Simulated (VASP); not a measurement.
# MgAl2C2 (P-3m1): formation energy of the defect C_i (12-fold void), part 7 of 9

Wanted: what the defect C_i (12-fold void) costs in MgAl2C2 (P-3m1) and how the lattice relaxes round it. The start is a computed cell from the Materials Project.

VASP 6.6.1, plane waves and PAW; the level of theory is named at each step.

So far. Step 5 (Reference C): The run ended after 3 ionic steps, 0.007 eV below its first step, once forces and stress met EDIFFG = -0.02. Step 5 (Reference C): Energy at zero smearing: -19.26447 eV.

## (9) Going on with the relaxation

Level of this step: PBEsol, spin-polarised, with small moments to start from; plane waves and PAW (Mg, Al, C) (VASP).

This cell carries charge -1, set by NELECT and balanced by a uniform background.

INCAR

```
SYSTEM = Mg18Al36C37
PREC = Normal
ENCUT = 400
EDIFF = 1E-05
NELM = 120
ISMEAR = 0
SIGMA = 0.05
LREAL = Auto
ALGO = Fast
GGA = PS
NELECT = 293
ISPIN = 2
MAGMOM = 0 0 0 0 0 0 0 0 0 0 0 0 0 0 0 0 0 0 0 0 0 0 0 0 0 0 0 0 0 0 0 0 0 0 0.6 0 0 0 0 0 0 0 0 0 0 0 0 0.6 0 0 0.6 0 0 0 0 0 0 0 0 0 0 0 0 0 0 0 0 0 0 0 0 0 0 0 0 0 0 0 0 0 0 0 0 0 0 0 0 0 0 0 0.6
LORBIT = 11
LWAVE = True
LCHARG = .FALSE.
IBRION = 1
NSW = 50
ISIF = 2
EDIFFG = -0.03
POTIM = 0.3
MAXMIX = 40
ISYM = 0
```

POSCAR

```
Mg18Al36C37
1.0
   10.1295331515      0.0000000000      0.0000000000
   -5.0647665759      8.7724329060      0.0000000000
    0.0000000000      0.0000000000     11.5386279424
Mg Al C
18 36 37
Direct
    0.0018675134      0.0042495021      0.9972132664
    0.0105786943      0.0005369133      0.5070945704
[... 2 atom lines left out ...]
    0.9944125452      0.6532548881      0.9975998678
    0.9980108164      0.6663358599      0.5008494378
[... 2 atom lines left out ...]
    0.3327005924      0.3344791620      0.0023939970
    0.3363985456      0.3362630333      0.4967459116
    0.3260621462      0.6545949200      0.9982060612
    0.3363218930      0.6589598823      0.4976926036
    0.6679038848      0.0019315975      0.9979492500
    0.6585230258      0.9974076252      0.5030239557
    0.6668718931      0.3386390540      0.0051847059
    0.6662106198      0.3360302945      0.4976612301
    0.6639346276      0.6686774868      0.9885740995
    0.6579404152      0.6571414119      0.5153844479
[... 4 atom lines left out ...]
    0.2156009085      0.4381075385      0.1758534005
[... 4 atom lines left out ...]
    0.1104053474      0.8880939839      0.3297727195
[... 3 atom lines left out ...]
    0.4463202066      0.2267145598      0.3256069790
[... 2 atom lines left out ...]
    0.5593857915      0.4549497985      0.1732109862
    0.4437026636      0.5590319439      0.3239384263
[... 2 atom lines left out ...]
    0.5401843315      0.7736223191      0.1684840098
    0.4444420015      0.8870505692      0.3302092974
[... 2 atom lines left out ...]
    0.8861340667      0.1068071744      0.1734693762
[... 3 atom lines left out ...]
    0.8877709915      0.4399127335      0.1789720617
    0.7827762783      0.5656766331      0.3243427075
[... 2 atom lines left out ...]
    0.9017085172      0.7757371841      0.1643084130
    0.7719238565      0.8664012748      0.3452378083
[... 7 atom lines left out ...]
    0.2197887517      0.4405770538      0.3643943254
[... 2 atom lines left out ...]
    0.1172707058      0.8918397212      0.1362516997
[... 3 atom lines left out ...]
    0.4477727263      0.2296740798      0.1396353400
[... 3 atom lines left out ...]
    0.4329435698      0.5508455626      0.1291950064
    0.5580252550      0.4514485165      0.3650620379
    0.4443746972      0.5517093594      0.6365253698
    0.5542339155      0.4418299970      0.8656347984
    0.4432844819      0.8924077242      0.1372977991
    0.5467136492      0.7734774695      0.3838323853
[... 1 atom line left out ...]
    0.5537477649      0.7736527582      0.8601448526
[... 1 atom line left out ...]
    0.8824223307      0.0992729937      0.3601554063
[... 2 atom lines left out ...]
    0.7834338977      0.5527745986      0.1343677941
    0.8870558576      0.4415550438      0.3650883008
    0.7739797217      0.5525539782      0.6370860818
[... 1 atom line left out ...]
    0.7859252344      0.9043101802      0.0771073700
    0.9004252784      0.7752624910      0.3923090377
    0.7788317169      0.8890410050      0.6387203604
    0.8895974101      0.7745656974      0.8608206887
    0.7378484961      0.8040522041      0.1845780220
```

KPOINTS

```
Automatic mesh
0
Gamma
2 2 1
0 0 0
```

The projector-augmented-wave data sets are Mg, Al and C (PBE family, release 64).

Run with:

```bash
$ export OMP_NUM_THREADS=8
$ mpirun -np 1 vasp_std
```

Log:

```text
[... set-up lines as in an earlier step ...]
 entering main loop
       N       E                     dE             d eps       ncg     rms          rms(c)
DAV:   1     0.737048732380E+03    0.73705E+03   -0.10443E+05  3128   0.106E+03
DAV:   2    -0.490443824898E+03   -0.12275E+04   -0.11673E+04  3832   0.202E+02
DAV:   3    -0.601300889332E+03   -0.11086E+03   -0.10971E+03  3688   0.594E+01
DAV:   4    -0.604800687420E+03   -0.34998E+01   -0.34852E+01  3760   0.111E+01
DAV:   5    -0.604913611023E+03   -0.11292E+00   -0.11279E+00  3808   0.205E+00BRMIX: very serious problems
 the old and the new charge density differ
 old charge density:   292.00000 new  293.00000
    0.422E+01
RMM:   6    -0.529339339607E+03    0.75574E+02   -0.24401E+02  3088   0.222E+01    0.142E+01
RMM:   7    -0.530607257857E+03   -0.12679E+01   -0.68631E+01  3088   0.134E+01    0.993E+00
RMM:   8    -0.529871004212E+03    0.73625E+00   -0.84884E+00  3088   0.546E+00    0.295E+00
RMM:   9    -0.529582002164E+03    0.28900E+00   -0.81441E-01  3108   0.183E+00    0.184E+00
[...]
RMM:  14    -0.529528637688E+03   -0.54708E-04   -0.11246E-03  3255   0.563E-02    0.388E-02
RMM:  15    -0.529528632531E+03    0.51569E-05   -0.26647E-04  3114   0.285E-02    0.136E-02
RMM:  16    -0.529528637999E+03   -0.54681E-05   -0.72836E-05  2711   0.154E-02
   1 F= -.52952864E+03 E0= -.52952558E+03  d E =-.529529E+03  mag=     0.9998
[... from here on, the cycles between the ionic steps are left out ...]
   2 F= -.52975058E+03 E0= -.52974704E+03  d E =-.221942E+00  mag=     1.0000
   5 F= -.53023245E+03 E0= -.53023018E+03  d E =-.191571E+00  mag=     1.0000
   9 F= -.53078980E+03 E0= -.53078304E+03  d E =-.842398E-01  mag=     1.0000
  13 F= -.53100948E+03 E0= -.53100709E+03  d E =-.408408E-01  mag=     1.0000
  17 F= -.53109224E+03 E0= -.53109097E+03  d E =-.155927E-01  mag=     1.0000
  21 F= -.53100820E+03 E0= -.53100739E+03  d E =0.574843E-01  mag=     1.0000
  25 F= -.53106739E+03 E0= -.53106634E+03  d E =-.397163E-01  mag=     1.0000
  29 F= -.53099964E+03 E0= -.53099900E+03  d E =-.210282E-01  mag=     1.0000
  33 F= -.53104665E+03 E0= -.53104600E+03  d E =-.311141E-01  mag=     1.0000
  37 F= -.53102837E+03 E0= -.53102773E+03  d E =0.933885E-02  mag=     1.0000
  41 F= -.53106094E+03 E0= -.53106026E+03  d E =-.217765E-01  mag=     1.0000
  45 F= -.53103165E+03 E0= -.53103103E+03  d E =-.438487E-01  mag=     1.0000
  49 F= -.53103114E+03 E0= -.53103053E+03  d E =0.115802E-01  mag=     1.0000
  50 F= -.53102904E+03 E0= -.53102844E+03  d E =0.210522E-02  mag=     1.0000
 BRION: g(F)=  0.680E-02 g(S)=  0.000E+00 retain N=  1 mean eig= 0.72
 eig:   0.725
 writing wavefunctions
```

Wall time 23 min (1 × NVIDIA H100 80GB HBM3, 81559 MiB with 1 MPI rank of AMD EPYC 7R13 (Zen 3), shared host); peak memory 2.4 GiB.

OUTCAR, selected parts (step 9):

```text
 ion  position               nearest neighbor table
   1  0.002  0.004  0.997-  87 2.11  58 2.44  55 2.47  82 2.51  90 2.56  63 2.56  22 2.76  54 2.76
                            51 2.78  43 2.79  30 2.81  19 2.85   3 3.32   9 3.35  13 3.37   7 3.37
   2  0.011  0.001  0.507-  88 2.38  57 2.43  65 2.43  56 2.47  89 2.54  80 2.62  21 2.73  53 2.76
                            28 2.77  52 2.81  20 2.81  45 2.83   8 3.30   6 3.32  10 3.35   4 3.42
   3  0.996  0.329  0.999-  82 2.46  79 2.48  86 2.50  59 2.50  55 2.50  62 2.53  46 2.77  22 2.80
                            43 2.80  23 2.81  26 2.83  47 2.83   5 3.29  13 3.32   1 3.32  11 3.32
   4  1.000  0.333  0.502-  61 2.44  57 2.48  81 2.49  60 2.50  84 2.51  80 2.63  49 2.78  25 2.78
                            45 2.80  24 2.80  44 2.81  20 2.82  12 3.36   6 3.39  10 3.39  16 3.40
   5  0.994  0.653  0.998-  86 2.39  83 2.43  59 2.46  66 2.50  90 2.54  63 2.63  51 2.70  26 2.76
                            50 2.79  47 2.81  30 2.84  27 2.88  15 3.26   3 3.29  11 3.35  17 3.43
   6  0.998  0.666  0.501-  88 2.20  64 2.49  61 2.49  85 2.52  84 2.52  65 2.53  28 2.77  48 2.78
                            53 2.79  49 2.79  29 2.80  24 2.80   2 3.32  16 3.35   8 3.38   4 3.39
   7  0.331  0.996  0.001-  63 2.44  75 2.47  70 2.49  66 2.49  58 2.49  67 2.60  34 2.78  30 2.79
                            42 2.81  27 2.81  31 2.83  19 2.84   1 3.37  13 3.39   9 3.42  11 3.44
   8  0.334  0.997  0.505-  77 2.44  65 2.46  69 2.47  68 2.49  64 2.51  56 2.53  29 2.75  33 2.79
[...]
90  0.890  0.775  0.861-  30 1.99  50 1.99  54 2.02  53 2.13  17 2.47   5 2.54   1 2.56
  91  0.738  0.804  0.185-  87 1.52  51 1.84  39 1.88  52 1.93  17 2.56  43 2.66

 spin component 1
 k-point     1 :       0.0000    0.0000    0.0000
  band No.  band energies     occupation
    ...
    143       6.5281      1.00000
    144       6.5285      1.00000
    145       6.5512      1.00000
    146       7.3033      1.00000
    147       7.4818      1.00000
    148       9.1771      0.00000
    149       9.2347      0.00000
    150       9.2770      0.00000
    151       9.3148      0.00000
    152       9.3227      0.00000
    ...

 k-point     2 :       0.5000    0.0000    0.0000
  band No.  band energies     occupation
    ...
    143       6.3672      1.00000
    144       6.6819      1.00000
    145       6.7647      1.00000
    146       7.3662      1.00000
    147       7.5878      1.00000
    148       8.7157      0.00000
    149       8.7487      0.00000
    150       9.5085      0.00000
    151       9.5328      0.00000
    152       9.7117      0.00000
    ...

  Total        8.6186652      8.3438936     22.9619362      0.5088889     -1.8543597     -0.3691504
  in kB       13.4674985     13.0381414     35.8802477      0.7951882     -2.8976165     -0.5768332
  external PRESSURE =      20.7952959 kB  Pullay stress =       0.0000000 kB

 POSITION                                       TOTAL-FORCE (eV/Angst)
 -----------------------------------------------------------------------------------
      0.14638      0.08400     11.45135         0.100865      0.025373      0.055152
      0.00781     -0.00036      5.82831        -0.028353      0.003812      0.000359
      8.44237      2.85994     11.53911        -0.003784      0.040694     -0.033291
      8.44370      2.88303      5.77999         0.000696     -0.012203      0.030294
      6.73140      5.83090     11.54734        -0.004966      0.003706     -0.009338
      6.74739      5.85143      5.78733        -0.031894     -0.002043      0.024181
     -1.68480      8.73768      0.02240         0.002161      0.011573     -0.008579
     -1.69545      8.77214      5.80293         0.005864     -0.018767      0.008218
      1.68713      2.92742      0.01877        -0.004458     -0.001975     -0.002356
      1.66420      2.87021      5.78442        -0.004787     -0.000026     -0.003159
      0.02092      5.82872     11.55187        -0.003245      0.001544     -0.020096
      0.00890      5.85172      5.79214         0.033150     -0.002847      0.019577
      6.62756      0.07375     11.45389        -0.110055      0.011802      0.049492
      1.67949      8.77689      5.83309         0.022132      0.000341     -0.001396
[...]
-----------------------------------------------------------------------------------
    total drift:                                0.025372      0.003880     -0.031908

  FREE ENERGIE OF THE ION-ELECTRON SYSTEM (eV)
  ---------------------------------------------------
  free  energy   TOTEN  =      -531.0290395127 eV

  energy  without entropy=     -531.0278375646  energy(sigma->0) =     -531.02843854

 magnetization (x)
# of ion       s       p       d       tot
------------------------------------------
    1        0.012   0.010   0.003   0.025
    2        0.000   0.000   0.000   0.000
    3       -0.000   0.000   0.000   0.000
    4       -0.000  -0.000  -0.000  -0.000
    5        0.000  -0.000  -0.000   0.000
    6        0.002   0.001   0.000   0.003
    7       -0.000   0.000   0.000  -0.000
    8        0.000   0.000   0.000   0.001
    9        0.000   0.000   0.000   0.001
   10        0.001   0.000   0.000   0.001
   11        0.000  -0.000  -0.000   0.000
   12        0.001   0.001   0.000   0.003
   13        0.012   0.011   0.003   0.026
[...]
--------------------------------------------------
tot          0.063   0.437   0.008   0.509

[... 5 parts as in an earlier step ...]

[... 11 further parts left out ...]
[key lines of the parts left out:]
E-fermi :   7.7756
```

The relaxation used up its NSW steps before the forces met EDIFFG.

(Continued in part 8 of 9.)

[Lines on the potential files, build, host, timing and source positions are cut from VASP's logs without a mark.]

[Logs are printed without paths, hosts, clocks, repeated set-up lines and the standing remarks that a program may print on its own settings, such as how far it seeks lower states.]

[Hosts, paths, dates, database ids (printed as entryN), source tags and the programs' standing remarks are cut or masked in the printed files.]

[In band tables of VASP the shares of atoms and orbitals are scaled to a sum of 1 inside the atoms' spheres.]

[Runs that stopped without an error message from VASP are left out.]
